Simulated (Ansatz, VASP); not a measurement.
HgTe (Coloradoite): VASP beside Ansatz

Contents of INCAR:

```
PREC = Accurate ; ENCUT = 520
EDIFF = 1E-6 ; ISMEAR = -1
SIGMA = 0.04 ; LREAL = False
LASPH = True ; NELM = 80
ALGO = Normal ; ISIF = 2
LWAVE = False ; LCHARG = False
GGA = PE ; NBANDS = 16
```

Contents of KPOINTS:

```
Automatic mesh
0
Gamma
  5 5 5
```

Contents of POSCAR:

```
HgTe
1.0
    0.0000000000      3.2145000000      3.2145000000
    3.2145000000      0.0000000000      3.2145000000
    3.2145000000      3.2145000000      0.0000000000
Hg Te
1 1
Direct
    0.0000000000      0.0000000000      0.0000000000
    0.7500000000      0.7500000000      0.7500000000
```

File input.yaml:

```yaml
crystal:
  lattice:
    - [0.0, 3.2145, 3.2145]
    - [3.2145, 0.0, 3.2145]
    - [3.2145, 3.2145, 0.0]
  atoms:
    - { symbol: Hg, position: [0.0, 0.0, 0.0] }
    - { symbol: Te, position: [0.75, 0.75, 0.75] }
kpoints:
  mp_grid: { grid: [5, 5, 5] }
scf:
  occupations: { method: fermi_dirac, width: 0.04 }
hamiltonian:
  xc: pbe
  pseudopotentials: { kind: all_electron, lapw: { basis_error: 0.002 } }
output:
  forces: true
  stress: true
  eigenvalues: true
```

Alike in both runs: task single point; functional PBE; k mesh 5 × 5 × 5; occupations fermi-dirac, width 0.04 eV; no spin polarisation.

|  | VASP | Ansatz |
| --- | --- | --- |
| version | VASP 6.6.1 | Ansatz 0.2.0 |
| potentials or method | VASP PAW PBE potentials, release 64 (Hg, Te) | all-electron LAPW, scalar-relativistic |
| plane-wave cutoff (eV) | 520 | see its input |

|  | VASP | Ansatz | Ansatz less VASP |
| --- | --- | --- | --- |
| gap on the k mesh at the Fermi level (eV) | none | none | - |
| pressure (GPa) | 4.8 | 4.7 | -0.07 |

A gap of «none» marks a metal or a gap that the smearing closes. Ansatz ran all-electron here, so the differences hold the error of VASP's frozen core and of both bases.

Caveats: the k mesh is thin for a metal, which can move the energy by tens of meV per atom (Ansatz). The runs have no spin-orbit coupling, so splittings on Hg, Te are missing.
